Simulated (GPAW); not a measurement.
# MoS2 (P-3m1) in GPAW: notebook

Aim: see how the results for MoS2 move with the level of theory and the settings. Levels: optPBE-vdW, LDA. Tasks: band structure, equation of state.

Program: GPAW 26.7.0. These are calculated values, not measurements. Logs are shortened: lines on timing, memory, paths and dates and some standing lists are left out, and cuts for length are marked. The log counts tension as positive stress, the text compression.

### Step 1. The structure

The structure is trigonal, space group P-3m1 (No. 164). Conventional cell: a = 3.227 Å, b = 3.227 Å, c = 6.312 Å, α = 90.00°, β = 90.00°, γ = 120.00°. Mo (site symmetry -3m) is surrounded by 6 S at 2.42 Å. S (site symmetry 3m) is surrounded by 3 Mo at 2.42 Å.

Measurements of this composition are mostly on another form, of space group No. 194.

### Step 2. Band structure, optPBE-vdW, spin-orbit coupling, no magnetisation

run.py

```python
import numpy as np
from ase.dft.bandgap import bandgap
from ase.io import read, write
from gpaw import GPAW, PW
from gpaw.spinorbit import soc_eigenstates

atoms = read('MoS2.cif')

calc = GPAW(mode=PW(600),
            xc={'name': 'optPBE-vdW', 'backend': 'libvdwxc'},
            kpts={'size': (7, 7, 3), 'gamma': True},
            occupations={'name': 'fermi-dirac', 'width': 0.05},
            nbands=25,
            convergence={'density': 1e-05, 'energy': 1e-05},
            maxiter=150,
            txt='gpaw.txt')
atoms.calc = calc
energy = atoms.get_potential_energy()
forces = atoms.get_forces()
calc.write('gs.gpw')
write('result.traj', atoms)
print(f'Energy: {energy:.6f} eV')
print('Forces (eV/A):')
print(forces.round(4))
print('Fermi level:', round(calc.get_fermi_level(), 4), 'eV')
print(f'Gap: {bandgap(calc)[0]:.4f} eV, direct: {bandgap(calc, direct=True)[0]:.4f} eV')

path = atoms.cell.bandpath('GMKGALHA,LM,KH', npoints=100, eps=1e-4)
bs_calc = calc.fixed_density(kpts=path, symmetry='off', nbands=39,
                             convergence={'bands': 'CBM+6.0', 'eigenstates': 1e-6}, txt='bands.txt')
bs = bs_calc.band_structure()
bs.write('bs.json')
print(f'Gap on the path: {bandgap(bs_calc)[0]:.4f} eV')

soc = soc_eigenstates(bs_calc, theta=0, phi=0)
np.savetxt('soc_bands.dat', soc.eigenvalues(), fmt='%.4f')
mesh = soc_eigenstates('gs.gpw', theta=0, phi=0)
np.savetxt('soc_mesh.dat', mesh.eigenvalues(), fmt='%.4f')
print('Fermi level with spin-orbit coupling:', round(mesh.fermi_level, 4), 'eV')
```

MoS2.cif

```cif
data_MoS2
_cell_length_a 3.22746456
_cell_length_b 3.22746456
_cell_length_c 6.31247342
_cell_angle_alpha 90.00000000
_cell_angle_beta 90.00000000
_cell_angle_gamma 120.00000000
_space_group_name_H-M_alt 'P-3m1'
_space_group_name_Hall '-P 3 2"'
_space_group_IT_number 164
loop_
_space_group_symop_operation_xyz
'x,y,z'
'-x,-y,-z'
'-y,x-y,z'
'y,-x+y,-z'
'-x+y,-x,z'
'x-y,x,-z'
'y,x,-z'
'-y,-x,z'
'x-y,-y,-z'
'-x+y,y,z'
'-x,-x+y,-z'
'x,x-y,z'
loop_
_atom_site_label
_atom_site_type_symbol
_atom_site_symmetry_multiplicity
_atom_site_Wyckoff_symbol
_atom_site_fract_x
_atom_site_fract_y
_atom_site_fract_z
_atom_site_occupancy
Mo1 Mo 1 b 0.0000000000 0.0000000000 0.5000000000 1
S1 S 2 d 0.6666666667 0.3333333333 0.7446806800 1
```

Potentials or basis: GPAW PAW data sets (gpaw-data 1.2.1), pw.

Command:

```
$ OMP_NUM_THREADS=1 python run.py
```

gpaw.txt:

```text
__  _  _
 | _ |_)|_||  |
 |__||  | ||/\| - 26.7.0

Input parameters:
  mode=PW(ecut=600.0),
  convergence={'density': 1e-05, 'energy': 1e-05},
  kpts=MonkhorstPack(size=(7, 7, 3), gamma=True),
  maxiter=150,
  nbands=25,
  occupations=Occupations(name='fermi-dirac', width=0.05),
  xc=XC(name='optPBE-vdW', backend='libvdwxc')

Diagonalizing LCAO Hamiltonian
Converting LCAO to pw mode

            S

       Mo
         S

Atoms  # Å, Bohr magnetons
|   | symbol |         x |        y |        z |    initial magnetic moments |
|---|--------|-----------|----------|----------|-----------------------------|
| 0 |     Mo |  0.000000 | 0.000000 | 3.156237 | ( 0.0000,  0.0000,  0.0000) |
| 1 |      S |  1.613732 | 0.931689 | 4.700777 | ( 0.0000,  0.0000,  0.0000) |
| 2 |      S | -0.000000 | 1.863378 | 1.611696 | ( 0.0000,  0.0000,  0.0000) |

Unit cell  # Å
| periodic |         x |        y |        z |  lengths |     angles |
|----------|-----------|----------|----------|----------|------------|
|      yes |  3.227465 | 0.000000 | 0.000000 | 3.227465 |  90.000000 |
|      yes | -1.613732 | 2.795066 | 0.000000 | 3.227465 |  90.000000 |
|      yes |  0.000000 | 0.000000 | 6.312473 | 6.312473 | 120.000000 |

Number of symmetries: 12
Symmetry operations  # r_c * U_cc + t_c -> r_c
|    | kind |            matrix            |
|----|------|------------------------------|
|  0 |  σ   |  1, 1, 0,  0,-1, 0,  0, 0, 1 |
|  1 |  S6  |  1, 1, 0, -1, 0, 0,  0, 0,-1 |
|  2 |  E   |  1, 0, 0,  0, 1, 0,  0, 0, 1 |
|  3 |  C2  |  1, 0, 0, -1,-1, 0,  0, 0,-1 |
|  4 |  C2  |  0, 1, 0,  1, 0, 0,  0, 0,-1 |
|  5 |  C3  |  0, 1, 0, -1,-1, 0,  0, 0, 1 |
|  6 |  S6  |  0,-1, 0,  1, 1, 0,  0, 0,-1 |
|  7 |  σ   |  0,-1, 0, -1, 0, 0,  0, 0, 1 |
|  8 |  σ   | -1, 0, 0,  1, 1, 0,  0, 0, 1 |
|  9 |  i   | -1, 0, 0,  0,-1, 0,  0, 0,-1 |
| 10 |  C3  | -1,-1, 0,  1, 0, 0,  0, 0, 1 |
| 11 |  C2  | -1,-1, 0,  0, 1, 0,  0, 0,-1 |

BZ-sampling:
  Number of BZ points: 147
  Number of IBZ points: 20

  Monkhorst-Pack size: [7, 7, 3]
  Monkhorst-Pack shift: [0, 0, 0]

K-points  # in reciprocal-cell coordinates
|     |                                coordinates |     weight |
|-----|--------------------------------------------|------------|
|   0 | (  0.00000000,   0.00000000,   0.00000000) | 0.00680272 |
|   1 | (  0.00000000,   0.00000000,   0.33333333) | 0.01360544 |
|   2 | (  0.14285714,   0.00000000,  -0.33333333) | 0.04081633 |
|   3 | (  0.14285714,   0.00000000,   0.00000000) | 0.04081633 |
|   4 | (  0.14285714,   0.00000000,   0.33333333) | 0.04081633 |
|   5 | (  0.28571429,  -0.14285714,   0.00000000) | 0.04081633 |
|   6 | (  0.28571429,  -0.14285714,   0.33333333) | 0.08163265 |
|   7 | (  0.28571429,   0.00000000,  -0.33333333) | 0.04081633 |
|   8 | (  0.28571429,   0.00000000,   0.00000000) | 0.04081633 |
|   9 | (  0.28571429,   0.00000000,   0.33333333) | 0.04081633 |
| ... |                                            |            |
|  19 | (  0.42857143,   0.42857143,   0.33333333) | 0.08163265 |

Plane wave coefficients: 1920
Cutoff: 600.0 eV

Spin-components: 1 (collinear spins)
Bands:           25
Projectors:      16
Spin-degeneracy: 2
Datatype:        complex128

Parallelization:
  kpt:    1
  domain: 1
  band:   1

Density:
  Valence electrons: 26.0
  Components: 1
  Grid points: [20 20 36]
  Charge: 0.0  # |e|

Potential:
  Grid points: [20 20 36]

species:
  Mo:
    name:    Molybdenum
    Z:       42.0
    valence: 14
    core:    28
    charge:  0.0  # [|e|]
    compensation charges:
      type: gauss
      rc: 0.38  # [Å]
      lmax: 2
    cutoffs:
      filter: 2.16  # [Å]
      core: 1.42  # [Å]
    projectors
    | kind |    occ | energy [eV] | rcut [Å] |
    |------|--------|-------------|----------|
    |   4s |  2.000 |     -64.307 |    1.238 |
    |   5s |  1.000 |      -4.084 |    1.238 |
    |   4p |  6.000 |     -38.491 |    1.296 |
    |   5p |  0.000 |      -1.044 |    1.296 |
    |   4d |  5.000 |      -3.754 |    1.296 |
    |    d |        |      23.458 |    1.296 |

    Using partial waves for Mo as LCAO basis

  S:
    name:    Sulfur
    Z:       16.0
    valence: 6
    core:    10
    charge:  0.0  # [|e|]
    compensation charges:
      type: gauss
      rc: 0.24  # [Å]
      lmax: 2
    cutoffs:
      filter: 1.77  # [Å]
      core: 1.66  # [Å]
    projectors
    | kind |    occ | energy [eV] | rcut [Å] |
    |------|--------|-------------|----------|
    |   3s |  2.000 |     -17.254 |    0.974 |
    |   3p |  4.000 |      -7.008 |    0.979 |
    |    s |        |       9.957 |    0.974 |
    |    p |        |      20.203 |    0.979 |
    |    d |        |       0.000 |    0.900 |

    Using partial waves for S as LCAO basis

Reference energy: -131849.312427  # eV

eigensolver:
  PPCG
  Converge bands: occupied
  niter=2

density mixing:
  MSR1-Mixer
  Pratt-step length: 0.05
  Maximum mixing coefficient: 0.75
  Old densities: 10
  SVD Regularization: 0.005
  Good broyden scale: 1.0
  Trust region scale: 1.0
  Backstep threshold: 4.0
  History deletion threshold: 6.0
  Fourier metric: weight=20.0, sigma=0.015

occupation numbers:
  Fermi-Dirac:
    width: 0.0500  # eV

poisson solver:
  ecut: 4800.0  # eV

xc functional:
  name: vdW-optPBE with libvdwxc
  Mode: serial
  Semilocal: GGA_X_OPTPBE_VDW+LDA_C_PW with 2 nearest neighbor stencil
  Corresponding non-local functional: vdW-DF
  Local blocksize: 40 x 40 x 72
  PAW datasets: PBE

convergence criteria:
- Maximum integral of absolute [dens]ity change: 1e-05 electrons / valence electron
- Maximum [total energy] change in last 3 cyles: 1e-05 eV / valence electron
- Maximum integral of absolute [eigenst]ate change: 4e-08 eV^2 / valence electron
maximum number of iterations: 150

SCF iterations
|iter     | |      energy | eigst |  dens |
|---------|-|-------------|-------|-------|
|iter:   1| |  -58.346971 | +0.33 |       |
|iter:   2| |  -57.661181 | -1.49 | -0.96 |
|iter:   3| |  -56.579290 | -1.22 | -1.04 |
|iter:   4| |  -56.570794 | -2.40 | -1.53 |
|iter:   5| |  -56.567847 | -2.66 | -1.71 |
|iter:   6| |  -56.565033 | -3.55 | -2.03 |
|iter:   7| |  -56.564920 | -4.34 | -2.70 |
|iter:   8| |  -56.564909c| -5.60 | -3.28 |
|iter:   9| |  -56.564909c| -6.80 | -4.03 |
|iter:  10| |  -56.564908c| -7.77c| -4.63 |
|iter:  11| |  -56.564908c| -8.82c| -5.51c|

Converged in 11 steps
Energy contributions relative to reference atoms: (reference = -131849.312427)

Energy contributions:
  Kinetic:           8.491415
  Coulomb:         -13.566301
  Zero:             -0.330757
  External:          0.000000
  Xc:              -51.151081
  Entropy:          -0.016369
  Spinorbit:         0.000000
  ----------------------------
  Free energy:     -56.573093
  Extrapolated:    -56.564908

dipole moment: (-6.018553, -10.424440, 0.000002)  # |e|*Ang

Fermi level: 7.571
Eigenvalues  # (at kpt = [0.000, 0.000, 0.000])
| band index |      eig [eV] | occ [0-2] |
|------------|---------------|-----------|
|          0 |       -54.411 |     2.000 |
|        ... |               |           |
|          7 |         3.508 |     2.000 |
|          8 |         3.508 |     2.000 |
|          9 |         5.668 |     2.000 |
|         10 |         6.448 |     2.000 |
|         11 |         6.526 |     2.000 |
|         12 |         6.526 |     2.000 |
[... 8 lines left out ...]
|         21 |        17.702 |     0.000 |
|         22 |        20.322 |     0.000 |
|        ... |               |           |
|         24 |        20.576 |     0.000 |

No gap
No difference between direct/indirect transitions

Forces  # eV/Ang
|        x |        y |        z |
|----------|----------|----------|
|  0.00000 |  0.00000 |  0.00000 |  # Mo   0
| -0.00000 | -0.00000 |  0.65199 |  # S    1
|  0.00000 |  0.00000 | -0.65199 |  # S    2

# Writing to gs.gpw (mode='')
```

bands.txt:

```text
Diagonalizing LCAO Hamiltonian
Converting LCAO to pw mode
convergence criteria:
- Maximum integral of absolute [eigenst]ate change: 1e-06 eV^2 / valence electron
maximum number of iterations: 150

SCF iterations
|iter     | |      energy | eigst |  dens |
[... 106 lines left out ...]
         [0.5       , 0.        , 0.        ],
         [0.33333333, 0.33333333, 0.        ],
         [0.33333333, 0.33333333, 0.07142857],
         [0.33333333, 0.33333333, 0.14285714],
         [0.33333333, 0.33333333, 0.21428571],
         [0.33333333, 0.33333333, 0.28571429],
         [0.33333333, 0.33333333, 0.35714286],
         [0.33333333, 0.33333333, 0.42857143],
         [0.33333333, 0.33333333, 0.5       ]])),
  maxiter=150,
  nbands=39,
  occupations=Occupations(name='fermi-dirac', width=0.05),
  symmetry=Symmetry(point_group=False, time_reversal=False),
  xc=XC(name='optPBE-vdW', backend='libvdwxc')
```

It took 77 s on 1 thread of Arm Neoverse V1, shared host; peak memory 0.41 GiB.

Results:

```
Free energy             : -56.5731 eV
Largest force           : 0.652 eV/Å
Band gap along the path : none (metal or under the smearing width)
```

Forces in eV/Å, atoms in the order of the input:
```
Mo   0.000  0.000  0.000
S    0.000  0.000  0.652
S    0.000  0.000 -0.652
```

Levels at the corners of the path, in eV from the Fermi level:
| point | band 24 | band 25 | band 26 | band 27 | band 28 | band 29 |
| --- | --- | --- | --- | --- | --- | --- |
| Γ | -1.04 | -1.00 | -1.00 | -0.44 | -0.44 | -0.35 |
| M | -1.82 | -1.76 | -1.76 | 0.75 | 0.75 | 1.55 |
| K | -3.45 | 0.50 | 0.50 | 0.64 | 0.64 | 0.75 |
| Γ | -1.04 | -1.00 | -1.00 | -0.44 | -0.44 | -0.35 |
| A | -1.04 | -0.51 | -0.51 | -0.42 | -0.42 | -0.13 |
| L | -2.13 | -1.67 | -1.67 | 0.75 | 0.75 | 1.56 |
| H | -3.79 | 0.20 | 0.20 | 0.29 | 0.29 | 0.53 |
| A | -1.04 | -0.51 | -0.51 | -0.42 | -0.42 | -0.13 |
| L | -2.13 | -1.67 | -1.67 | 0.75 | 0.75 | 1.56 |
| M | -1.82 | -1.76 | -1.76 | 0.75 | 0.75 | 1.55 |
| K | -3.45 | 0.50 | 0.50 | 0.64 | 0.64 | 0.75 |
| H | -3.79 | 0.20 | 0.20 | 0.29 | 0.29 | 0.53 |

Caveat: spin-orbit coupling was added after a scalar SCF, so levels and gaps hold it while energy, forces, pressure and moments don't; this program's spin-orbit splittings come out too wide for heavy elements; the PAW data sets were made with another functional, which shifts forces and pressure a little.

### Step 3. Equation of state, LDA

run.py

```python
from ase.eos import EquationOfState
from ase.io import Trajectory, read
from ase.units import GPa
from gpaw import GPAW, PW, setup_paths

setup_paths.insert(0, '.')

atoms = read('MoS2.cif')

traj = Trajectory('eos.traj', 'w')
volumes, energies = [], []
for x in [0.94, 0.96, 0.98, 1.0, 1.02, 1.04, 1.06]:
    a = atoms.copy()
    a.set_cell(atoms.cell * x**(1 / 3), scale_atoms=True)
    calc = GPAW(mode=PW(600),
                xc='LDA',
                kpts={'size': (7, 7, 3), 'gamma': True},
                occupations={'name': 'fermi-dirac', 'width': 0.05},
                nbands=25,
                convergence={'density': 1e-05, 'energy': 1e-05},
                maxiter=150,
                txt=f'eos-{x:.2f}.txt')
    a.calc = calc
    energies.append(a.get_potential_energy(force_consistent=True))
    volumes.append(a.get_volume())
    p = -a.get_stress()[:3].mean() / GPa
    calc.write(f'eos-{x:.2f}.gpw')
    traj.write(a)
    print(f'{x:.2f} {volumes[-1]:10.4f} A^3 {energies[-1]:14.6f} eV {p:9.3f} GPa', flush=True)

v0, e0, B = EquationOfState(volumes, energies, eos='birchmurnaghan').fit()
print(f'V0 = {v0:.4f} A^3, E0 = {e0:.6f} eV, B0 = {B / GPa:.2f} GPa')
```

MoS2.cif is that of step 2.

Potentials or basis: PAW data sets generated in the run's folder for this functional, pw.

Command:

```
$ gpaw-setup -f LDA Mo S
$ OMP_NUM_THREADS=1 python run.py
```

Wall time 2.1 min (1 thread of Arm Neoverse V1, shared host); peak memory 0.23 GiB.

It converged, with:

```
Equilibrium volume                        : 18.15 Å³/atom
Bulk modulus at fixed shape and positions : 148 GPa
Pressure derivative of the bulk modulus   : 4.4
```

Energy against volume, from the lowest point:
```csv
volume (Å³/atom),energy (meV/atom)
17.843,2.30
18.222,0.00
18.602,4.88
18.982,16.22
19.361,33.28
19.741,55.49
20.120,82.28
```

Caveat: the cell was scaled at fixed shape and fractional positions, which overstates the stiffness of a crystal with free parameters, most of all of layers and chains.
